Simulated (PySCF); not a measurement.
Species: maleic anhydride, C4H2O3.
SMILES with atom numbers: `[O:1]=[C:2]1[CH:3]=[CH:4][C:5](=[O:6])[O:7]1`

Geometry (PBE0-D3(BJ)/def2-TZVP, Å), atoms numbered from 1 in this order:
```
atom  x, y, z in Å
O1    -2.0964   -1.0276    0.3966
C2    -1.0508   -0.6062    0.0264
C3    -0.6603    0.7803   -0.3281
C4     0.6173    0.7668   -0.6863
C5     1.1076   -0.6292   -0.5788
O6     2.1848   -1.0732   -0.8032
O7     0.0564   -1.4097   -0.1458
H8    -1.3567    1.6039   -0.2762
H9     1.2550    1.5762   -1.0087
```

NICS is the negative of the GIAO shielding at a point without a nucleus: at the ring centre (0) and 1 Å above and below it (1); zz is the component along the ring normal. Level: GIAO B97-2/pcSseg-2 (PySCF, non-relativistic, gas phase) on the PBE0-D3(BJ)/def2-TZVP geometry, one conformer.

Ring bond lengths (Å): C2–C3 1.483, C3–C4 1.327, C4–C5 1.483, C5–O7 1.379, O7–C2 1.379.

Task: Give the NICS values of each ring in ppm.

Result: 
```
          ring                                                     type  NICS(0)  NICS(1), two faces  NICS(1)zz, two faces  rms pucker (Å)  centre to ring atoms, mean (Å)
C2–C3–C4–C5–O7  5-membered ring with O; formal bonds 1 double, 4 single      0.4         -2.4 / -2.4           -3.2 / -3.2            0.00                            1.20
```

Task: What can be read from them?

Result: 
- C2–C3–C4–C5–O7: mean NICS(1)zz -3.2 ppm, shielded. That is too small in size for a clear verdict by the NICS criterion.

Task: What does the geometric index give? HOMA = 1 − mean of α(R − Ropt)² over the ring bonds, with Krygowski's 1993 parameters (CC: Ropt 1.388 Å, α 257.7 Å⁻²; CO: Ropt 1.265 Å, α 157.38 Å⁻²).

Result: 
- C2–C3–C4–C5–O7: HOMA -0.95; the largest term is that of C4–C5, α(R − Ropt)² = 2.35. The geometric and the magnetic index point the same way.

Task: List the ring angles.

Result: 
- C2–C3–C4–C5–O7: C2 107.7°, C3 108.0°, C4 108.0°, C5 107.7°, O7 108.8°; sum 540.0° against 540° for a flat convex ring.

Task: What are the shieldings of the ring atoms and their hydrogens in the same run (means over atoms taken as equivalent)?

Result: 
```tsv
atoms	environment	σ isotropic (ppm)
C2 (×2)	anhydride carbonyl carbon	12.5
C3 (×2)	alkene CH carbon	41.3
O7	anhydride bridging oxygen	23.8
H8 (×2)	vinylic hydrogen	24.69
```

Task: How do the values depend on the level or the medium?

Result: 
```json
{"level": "B97-2/pcSseg-2, gas", "NICS(0), C2–C3–C4–C5–O7": "0.4", "mean NICS(1)zz, C2–C3–C4–C5–O7": "-3.2"}
{"level": "KT3/pcSseg-2, gas", "NICS(0), C2–C3–C4–C5–O7": "0.0", "mean NICS(1)zz, C2–C3–C4–C5–O7": "-3.3"}
{"level": "PBE0/pcSseg-2, gas", "NICS(0), C2–C3–C4–C5–O7": "0.5", "mean NICS(1)zz, C2–C3–C4–C5–O7": "-3.2"}
{"level": "wB97X-D/pcSseg-2, gas", "NICS(0), C2–C3–C4–C5–O7": "0.6", "mean NICS(1)zz, C2–C3–C4–C5–O7": "-2.9"}
{"level": "WP04/pcSseg-2, IEF-PCM chloroform", "NICS(0), C2–C3–C4–C5–O7": "0.3", "mean NICS(1)zz, C2–C3–C4–C5–O7": "-2.3"}
{"level": "wB97X-D/pcSseg-2, IEF-PCM chloroform", "NICS(0), C2–C3–C4–C5–O7": "0.8", "mean NICS(1)zz, C2–C3–C4–C5–O7": "-2.5"}
```

The geometry is the same throughout; the continuum's cavity takes Bondi-type radii × 1.2.
